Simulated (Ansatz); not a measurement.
## Nuclear-site quantities of SnS$_{2}$ as the cell is scaled

```xyz
3
Lattice="3.5983 0.0000 0.0000 -1.7992 3.1162 0.0000 0.0000 0.0000 5.4940" Properties=species:S:1:pos:R:3 pbc="T T T"
Sn    0.0000    0.0000    0.0000
S     1.7992    1.0387    1.4499
S     0.0000    2.0775    4.0441
```

Atoms are numbered in the order listed.

Conventional cell: a = 3.598 Å, b = 3.598 Å, c = 5.494 Å, α = 90.00°, β = 90.00°, γ = 120.00°. Sn (atom 1) is surrounded by 6 S at 2.53 Å. S (atom 2) is surrounded by 3 Sn at 2.53 Å.

The geometry is COD entry 7038081, unchecked; take it as a test cell.

Spin–orbit coupling is left out, though it moves levels of the heavy atoms by tenths of an eV or more.

Method: DFT, PBE, all-electron PAW with datasets made for the crystal, scalar-relativistic (Ansatz 0.2.0).

Settings: a Γ-centred 10×10×6 k mesh, Fermi–Dirac smearing of 0.01 eV, cutoff 260 eV (chosen by the program for this cell), no spin polarisation.

The contact density is the mean electron density over the nuclear volume; its changes set Mössbauer isomer shifts. Changes below are taken from the unscaled cell, where it is 1.23622e+06 e/Å³ at Sn1, 19789.7 e/Å³ at S2.

Volumes at which the program chose other datasets or cutoffs are left out.

```csv
V/V(cell),P (GPa),Δρ(0) Sn1 (e/Å³),Δρ(0) S2 (e/Å³)
0.9800,11.7,-2.22,?
0.9900,10.4,?,-0.09
1.0000,9.2,0.00,0.00
1.0100,8.1,1.13,0.09
1.0200,7.0,2.28,?
1.0400,5.0,4.60,0.37
1.0600,3.2,6.99,0.54
```

Q: Fill in "Δρ(0) S2 (e/Å³)" for the row "1.0200".

A: 0.18.

Q: Fill in "Δρ(0) S2 (e/Å³)" for the row "0.9800".

A: -0.19.

Q: Give the missing entry: row "0.9900", column "Δρ(0) Sn1 (e/Å³)".

A: -1.12.

The datasets are made afresh for each cell, so very small changes are uncertain.
